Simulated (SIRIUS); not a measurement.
**PbS under changes of volume**

One of the cells (26.664 Å³/atom); the others are scaled copies at fixed shape and fractional positions:

```
CELL_PARAMETERS angstrom
2.07995 -5.99130 0.00000
2.07995 5.99130 0.00000
0.00000 0.00000 4.27932
ATOMIC_POSITIONS crystal
Pb 0.13056 0.86944 0.25000
Pb 0.86944 0.13056 0.75000
S 0.35480 0.64520 0.25000
S 0.64520 0.35480 0.75000
```

Measurements of this composition are mostly on another form, of space group No. 225.

* Program: SIRIUS 7.12.0
* Functional: PBEsol
* Potentials or basis: PseudoDojo 0.4.1 PBEsol standard (scalar relativistic)
* Cutoff: 765 eV
* Density cutoff: 3061 eV
* k mesh: 7 × 7 × 6
* Occupations: fermi-dirac, width 0.05 eV
* Spin: no spin polarisation

```csv
volume (Å³/atom),energy over the lowest point (meV/atom),pressure (GPa),gap on the mesh (eV),largest force (eV/Å)
25.064,3.86,1.8,1.00,0.406
25.597,0.00,0.5,1.05,0.259
26.130,0.32,-0.7,1.10,0.134
26.664,4.39,-1.7,1.15,0.054
27.197,11.80,-2.7,1.19,0.123
27.730,?,?,?,?
28.263,35.28,-4.3,1.24,0.337
```

What does the run at 27.730 Å³/atom give?

Energy over the lowest point 22.20 meV/atom; pressure -3.5 GPa; gap on the mesh 1.22 eV; largest force 0.234 eV/Å.

Worked out: A Birch-Murnaghan fit of order 3 (a polynomial in V^(-2/3)) to the other rows has its minimum at 25.82 Å³/atom with B0 = V·E''(V) = 58 GPa and B' = 4.4 at fixed shape and positions, which overstates the stiffness. It gives 22.20 meV/atom at 27.730 Å³/atom, against the run's 22.20, and -dE/dV = -3.5 GPa, against -3.5. A parabola through the other rows of the gap, of slope 1.48 eV per unit of ln V there, gives 1.22 eV, against the run's 1.22.

Energies are extrapolated to zero smearing.

Caveats: spin-orbit coupling is left out, which as a rule narrows the gap of such compounds by several tenths of an eV; an odd mesh through Γ misses points on the zone boundary, where band edges often lie.
